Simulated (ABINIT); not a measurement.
Crystal: Al.

```
Al
1.0
     0.00000    2.02481    2.02481
     2.02481    0.00000    2.02481
     2.02481    2.02481    0.00000
Al
1
Direct
  0.00000 0.00000 0.00000
```

Base run:

| Property | Result |
| --- | --- |
| Program | ABINIT 10.8.3 (patched build) |
| Functional | r2SCAN |
| Potentials or basis | JTH PAW PBE v2.0 |
| Cutoff | 490 eV |
| k mesh | 11 × 11 × 11 |
| Occupations | fermi-dirac, width 0.05 eV |
| Spin | no spin polarisation |

Its results: band gap on the k mesh none (metal or under the smearing width); pressure -2.9 GPa.

Question: After a change of settings the same cell gave: band gap on the k mesh none (metal or under the smearing width); pressure -1.9 GPa. Which change was it?
A. potentials or basis from JTH PAW PBE v2.0 to SG15 NC PBE v1.2; cutoff from 490 eV to 1143 eV; valence electrons from 3 to 11
B. potentials or basis from JTH PAW PBE v2.0 to Ansatz PAW PBE default generated set, frozen core
C. potentials or basis from JTH PAW PBE v2.0 to Ansatz NC r2SCAN; cutoff from 490 eV to 354 eV

Answer: A.

Caveats: the PAW data sets were made with another functional, which shifts forces and pressure a little (some runs); the potentials were made for another functional, which shifts forces and pressure (some runs).
